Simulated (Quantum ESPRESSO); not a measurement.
# MoS2 (R3m) in Quantum ESPRESSO: settings compared

One crystal, MoS2, is run at these levels: PBEsol, PBEsol+U; tasks: single point.

Program: Quantum ESPRESSO 7.5. These are calculated values, not measurements. Logs are shortened: lines on timing, memory, paths and dates and some standing lists are left out, and cuts for length are marked.

### 1 The crystal as given

Symmetry: R3m, No. 160, trigonal system. Conventional cell: a = 3.160 Å, b = 3.160 Å, c = 18.450 Å, α = 90.00°, β = 90.00°, γ = 120.00°. Mo (site symmetry 3m) is surrounded by 6 S at 2.39 Å. Around S (site symmetry 3m) lie 3 Mo at 2.39 Å. S (site symmetry 3m) is surrounded by 3 Mo at 2.39 Å.

Measurements of this composition are mostly on another form, of space group No. 194.

### 2 Single point, PBEsol

File pw.in:

```
&CONTROL
  calculation = 'scf'
  prefix = 'pwscf'
  outdir = './tmp'
  pseudo_dir = './pseudo'
  tprnfor = .true.
  tstress = .true.
  disk_io = 'nowf'
/
&SYSTEM
  ibrav = 0
  A = 6.41490712
  nat = 3
  ntyp = 2
  ecutwfc = 45
  ecutrho = 360
  nbnd = 20
  occupations = 'smearing'
  smearing = 'fd'
  degauss = 0.00367493
/
&ELECTRONS
  conv_thr = 6d-10
  electron_maxstep = 120
  mixing_beta = 0.5
/
ATOMIC_SPECIES
Mo    95.9500 mo_pbesol_v1.uspp.F.UPF
S     32.0600 s_pbesol_v1.4.uspp.F.UPF
CELL_PARAMETERS alat
   0.2463013058    0.1422021252    0.9587044496
  -0.2463013058    0.1422021252    0.9587044496
   0.0000000000   -0.2844042504    0.9587044496
ATOMIC_POSITIONS alat
Mo     0.0000000000    0.0000000000    0.0000000000
S      0.0000000000    0.0000000000    1.1993392665
S      0.0000000000    0.0000000000    0.7190283372
K_POINTS automatic
10 10 10 0 0 0
```

Potentials or basis: GBRV 1.5 PBEsol.

Started as:

```
> OMP_NUM_THREADS=1 mpirun -n 2 pw.x -nk 2 -in pw.in > pw.out
```

pw.out:

```text
This program is part of the open-source Quantum ESPRESSO suite
     for quantum simulation of materials; please cite
[... 13 lines left out ...]
     --------------------
     sticks:   dense  smooth     PW     G-vecs:    dense   smooth      PW
     Sum        2013    1003    343                41357    14647    2891

     Using Slab Decomposition

     bravais-lattice index     =            0
     lattice parameter (alat)  =      12.1224  a.u.
     unit-cell volume          =     358.9025 (a.u.)^3
     number of atoms/cell      =            3
     number of atomic types    =            2
     number of electrons       =        26.00
     number of Kohn-Sham states=           20
     kinetic-energy cutoff     =      45.0000  Ry
     charge density cutoff     =     360.0000  Ry
     scf convergence threshold =      6.0E-10
     mixing beta               =       0.5000
     number of iterations used =            8  plain     mixing
     Exchange-correlation= SLA  PW   PSX  PSC
                           (   1   4  10   8   0   0   0)

     celldm(1)=  12.122418  celldm(2)=   0.000000  celldm(3)=   0.000000
     celldm(4)=   0.000000  celldm(5)=   0.000000  celldm(6)=   0.000000

     crystal axes: (cart. coord. in units of alat)
               a(1) = (   0.246301   0.142202   0.958704 )
               a(2) = (  -0.246301   0.142202   0.958704 )
               a(3) = (   0.000000  -0.284404   0.958704 )

     reciprocal axes: (cart. coord. in units 2 pi/alat)
               b(1) = (  2.030034  1.172041  0.347691 )
               b(2) = ( -2.030034  1.172041  0.347691 )
               b(3) = ( -0.000000 -2.344081  0.347691 )

     PseudoPot. # 1 for Mo read from file:
     mo_pbesol_v1.uspp.F.UPF
     Pseudo is Ultrasoft + core correction, Zval = 14.0
     Generated by new atomic code, or converted to UPF format
     Using radial grid of  889 points,  6 beta functions with:
                l(1) =   0
                l(2) =   0
                l(3) =   1
                l(4) =   1
                l(5) =   2
                l(6) =   2
     Q(r) pseudized with  6 coefficients,  rinner =    1.000   1.000   1.000
                                                       1.000   1.000

     PseudoPot. # 2 for S  read from file:
     s_pbesol_v1.4.uspp.F.UPF
     Pseudo is Ultrasoft + core correction, Zval =  6.0
     Generated by new atomic code, or converted to UPF format
     Using radial grid of  907 points,  6 beta functions with:
                l(1) =   0
                l(2) =   0
                l(3) =   1
                l(4) =   1
                l(5) =   2
                l(6) =   2
     Q(r) pseudized with  8 coefficients,  rinner =    1.300   1.300   1.300
                                                       1.300   1.300

     atomic species   valence    mass     pseudopotential
     Mo               14.00    95.95000     Mo( 1.00)
     S                 6.00    32.06000     S ( 1.00)

      6 Sym. Ops. (no inversion) found

   Cartesian axes

     site n.     atom                  positions (alat units)
         1        Mo     tau(   1) = (   0.0000000   0.0000000   0.0000000  )
         2        S      tau(   2) = (   0.0000000   0.0000000   1.1993393  )
         3        S      tau(   3) = (   0.0000000   0.0000000   0.7190283  )

     number of k points=   116  Fermi-Dirac smearing, width (Ry)=  0.0037

     Number of k-points >= 100: set verbosity='high' to print them.

     Dense  grid:    41357 G-vectors     FFT dimensions: (  75,  75,  75)

     Smooth grid:    14647 G-vectors     FFT dimensions: (  54,  54,  54)

     Initial potential from superposition of free atoms

     starting charge      25.9990, renormalised to      26.0000
     Starting wfcs are   21 randomized atomic wfcs

     Self-consistent Calculation

     iteration #  1     ecut=    45.00 Ry     beta= 0.50
     Davidson diagonalization with overlap
     ethr =  1.00E-02,  avg # of iterations =  5.4

     Threshold (ethr) on eigenvalues was too large:
     Diagonalizing with lowered threshold

     Davidson diagonalization with overlap
     ethr =  3.87E-04,  avg # of iterations =  3.5

     total energy              =    -187.54409669 Ry
     estimated scf accuracy    <       0.11402326 Ry

     iteration #  2     ecut=    45.00 Ry     beta= 0.50
     Davidson diagonalization with overlap
     ethr =  4.39E-04,  avg # of iterations =  3.0

     total energy              =    -187.54598783 Ry
     estimated scf accuracy    <       0.12830398 Ry

     iteration #  3     ecut=    45.00 Ry     beta= 0.50
     Davidson diagonalization with overlap
     ethr =  4.39E-04,  avg # of iterations =  1.9

     total energy              =    -187.57142167 Ry
     estimated scf accuracy    <       0.03117930 Ry

     iteration #  4     ecut=    45.00 Ry     beta= 0.50
     Davidson diagonalization with overlap
     ethr =  1.20E-04,  avg # of iterations =  1.2

     total energy              =    -187.57533049 Ry
     estimated scf accuracy    <       0.00067855 Ry

     iteration #  5     ecut=    45.00 Ry     beta= 0.50
     Davidson diagonalization with overlap
     c_bands:  1 eigenvalues not converged
     ethr =  2.61E-06,  avg # of iterations =  7.1

     total energy              =    -187.57542386 Ry
     estimated scf accuracy    <       0.00002617 Ry

     iteration #  6     ecut=    45.00 Ry     beta= 0.50
     Davidson diagonalization with overlap
     ethr =  1.01E-07,  avg # of iterations =  4.0

     total energy              =    -187.57543562 Ry
     estimated scf accuracy    <       0.00000352 Ry

     iteration #  7     ecut=    45.00 Ry     beta= 0.50
     Davidson diagonalization with overlap
     ethr =  1.36E-08,  avg # of iterations =  2.5

     total energy              =    -187.57543669 Ry
     estimated scf accuracy    <       0.00000223 Ry

     iteration #  8     ecut=    45.00 Ry     beta= 0.50
     Davidson diagonalization with overlap
     ethr =  8.57E-09,  avg # of iterations =  1.0

     total energy              =    -187.57543704 Ry
     estimated scf accuracy    <       0.00000004 Ry

     iteration #  9     ecut=    45.00 Ry     beta= 0.50
     Davidson diagonalization with overlap
     ethr =  1.57E-10,  avg # of iterations =  4.5

     total energy              =    -187.57543708 Ry
     estimated scf accuracy    <          8.8E-09 Ry

     iteration # 10     ecut=    45.00 Ry     beta= 0.50
     Davidson diagonalization with overlap
     ethr =  3.39E-11,  avg # of iterations =  1.9

     End of self-consistent calculation

     Number of k-points >= 100: set verbosity='high' to print the bands.

     the Fermi energy is    11.5011 ev

!    total energy              =    -187.57543708 Ry
     estimated scf accuracy    <          5.1E-10 Ry
     smearing contrib. (-TS)   =      -0.00000010 Ry
     internal energy E=F+TS    =    -187.57543698 Ry

     The total energy is F=E-TS. E is the sum of the following terms:
     one-electron contribution =     -87.50658084 Ry
     hartree contribution      =      54.92027161 Ry
     xc contribution           =     -36.03873075 Ry
     ewald contribution        =    -118.95039700 Ry

     convergence has been achieved in  10 iterations

     Forces acting on atoms (cartesian axes, Ry/au):

     atom    1 type  1   force =     0.00000000    0.00000000    0.00334456
     atom    2 type  2   force =    -0.00000000    0.00000000    0.00607545
     atom    3 type  2   force =     0.00000000    0.00000000   -0.00942001

     Total force =     0.011698     Total SCF correction =     0.000040

     Computing stress (Cartesian axis) and pressure

          total   stress  (Ry/bohr**3)                   (kbar)     P=        0.15
  -0.00006652  -0.00000000   0.00000000           -9.78       -0.00        0.00
   0.00000000  -0.00006652   0.00000000            0.00       -9.78        0.00
  -0.00000000  -0.00000000   0.00013602           -0.00       -0.00       20.01

=------------------------------------------------------------------------------=
   JOB DONE.
=------------------------------------------------------------------------------=
```

It took 2.1 min on 2 MPI ranks of AMD EPYC 7R43 (Zen 3), shared host; peak memory 0.36 GiB.

Results:

| Quantity | Value |
| --- | --- |
| Free energy | -2552.0938 eV |
| Pressure | 0.0 GPa |
| Largest force | 0.242 eV/Å |
| Band gap on the k mesh | 0.91 eV, indirect (least direct gap 1.96 eV) |

Forces on the atoms (eV/Å):
```
Mo   0.000  0.000  0.086
S    0.000  0.000  0.156
S    0.000  0.000 -0.242
```

Stress tensor (GPa, compression positive):
```
-0.98  0.00  0.00
 0.00 -0.98  0.00
 0.00  0.00  2.00
```

Levels at points of the mesh, in eV from the valence-band top:
| k point | band 9 | band 10 | band 11 | band 12 | band 13 | band 14 | band 15 | band 16 | band 17 | band 18 |
| --- | --- | --- | --- | --- | --- | --- | --- | --- | --- | --- |
| (0.00, 0.00, 0.00) | -3.50 | -2.36 | -2.36 | -1.27 | -1.21 | 2.01 | 2.01 | 2.45 | 2.45 | 5.37 |
| (0.00, 0.00, -0.50) | -5.10 | -4.09 | -2.36 | -1.68 | -1.53 | 1.56 | 1.99 | 3.42 | 3.49 | 5.14 |
| (0.00, -0.50, -0.50) | -4.80 | -4.01 | -2.94 | -1.86 | -1.36 | 1.52 | 2.11 | 2.95 | 3.92 | 5.87 |
| (-0.50, -0.50, -0.50) | -3.51 | -3.51 | -2.33 | -2.33 | 0.00 | 2.10 | 2.10 | 2.31 | 2.31 | 5.45 |

A k mesh can miss the band edges. PBEsol gaps usually lie below the measured ones, often by a third to a half.

### 3 Single point, PBEsol+U

pw.in: that of step 2 with these lines changed.

```diff
@@ -16,3 +16,3 @@
   ecutrho = 360
-  nbnd = 20
+  nbnd = 23
   occupations = 'smearing'
@@ -24,3 +24,3 @@
   electron_maxstep = 120
-  mixing_beta = 0.5
+  mixing_beta = 0.3
 /
@@ -39 +39,3 @@
 10 10 10 0 0 0
+HUBBARD {ortho-atomic}
+U Mo-4d 1.0
```

Potentials or basis: GBRV 1.5 PBEsol.

Started as:

```
> OMP_NUM_THREADS=1 mpirun -n 2 pw.x -nk 2 -in pw.in > pw.out
```

Wall time 2 min (2 MPI ranks of AMD EPYC 7R43 (Zen 3), shared host); peak memory 0.38 GiB.

The run converged. Its results:

| Item | Value |
| --- | --- |
| Free energy | -2550.8494 eV |
| Pressure | 0.0 GPa |
| Largest force | 0.243 eV/Å |
| Band gap on the k mesh | 0.93 eV, indirect (least direct gap 1.93 eV) |

Forces in eV/Å, atoms in the order of the input:
```
Mo   0.000  0.000  0.086
S    0.000  0.000  0.157
S    0.000  0.000 -0.243
```

Stress tensor (GPa, compression positive):
```
-0.94  0.00  0.00
 0.00 -0.94  0.00
 0.00  0.00  2.00
```

Levels at points of the mesh, in eV from the valence-band top:
| k point | band 9 | band 10 | band 11 | band 12 | band 13 | band 14 | band 15 | band 16 | band 17 | band 18 |
| --- | --- | --- | --- | --- | --- | --- | --- | --- | --- | --- |
| (0.00, 0.00, 0.00) | -3.47 | -2.30 | -2.30 | -1.25 | -1.20 | 2.05 | 2.05 | 2.48 | 2.48 | 5.40 |
| (0.00, 0.00, -0.50) | -5.07 | -4.04 | -2.32 | -1.64 | -1.52 | 1.59 | 1.99 | 3.46 | 3.54 | 5.17 |
| (0.00, -0.50, -0.50) | -4.78 | -3.96 | -2.90 | -1.82 | -1.34 | 1.54 | 2.12 | 2.99 | 3.96 | 5.90 |
| (-0.50, -0.50, -0.50) | -3.49 | -3.49 | -2.28 | -2.28 | 0.00 | 2.15 | 2.15 | 2.34 | 2.34 | 5.49 |

Eigenvalues of the final occupation matrices:
| site | spin | trace | eigenvalues |
| --- | --- | --- | --- |
| Mo 1 4d | each | 2.51 | 0.47 0.47 0.51 0.51 0.56 |

A k mesh can miss the band edges.

### 4 Single point, PBEsol+U

pw.in: that of step 3 with these lines changed.

```diff
@@ -40,2 +40,2 @@
 HUBBARD {ortho-atomic}
-U Mo-4d 1.0
+U Mo-4d 2.0
```

Started as:

```
> OMP_NUM_THREADS=1 mpirun -n 2 pw.x -nk 2 -in pw.in > pw.out
```

Wall time 2.4 min (2 MPI ranks of AMD EPYC 7R43 (Zen 3), shared host); peak memory 0.4 GiB.

Results (log left out):

```yaml
Free_energy: -2549.6059 eV
Pressure: 0.1 GPa
Largest_force: 0.243 eV/Å
Band_gap_on_the_k_mesh: 0.95 eV, indirect (least direct gap 1.89 eV)
```

Forces in eV/Å, atoms in the order of the input:
```
Mo   0.000  0.000  0.086
S    0.000  0.000  0.158
S    0.000  0.000 -0.243
```

Stress tensor (GPa, compression positive):
```
-0.88  0.00  0.00
 0.00 -0.88  0.00
 0.00  0.00  2.00
```

Levels at points of the mesh, in eV from the valence-band top:
```tsv
k point	band 9	band 10	band 11	band 12	band 13	band 14	band 15	band 16	band 17	band 18
(0.00, 0.00, 0.00)	-3.44	-2.24	-2.24	-1.25	-1.17	2.11	2.11	2.52	2.52	5.43
(0.00, 0.00, -0.50)	-5.04	-3.98	-2.27	-1.60	-1.50	1.62	1.99	3.52	3.59	5.21
(0.00, -0.50, -0.50)	-4.75	-3.90	-2.85	-1.78	-1.32	1.57	2.12	3.05	4.02	5.94
(-0.50, -0.50, -0.50)	-3.45	-3.45	-2.22	-2.22	0.00	2.21	2.21	2.38	2.38	5.52
```

Eigenvalues of the final occupation matrices:
```
   site  spin  trace               eigenvalues
Mo 1 4d  each   2.51  0.46 0.46 0.51 0.51 0.57
```

A k mesh can miss the band edges.

(Part 1 of 2 ends here.)
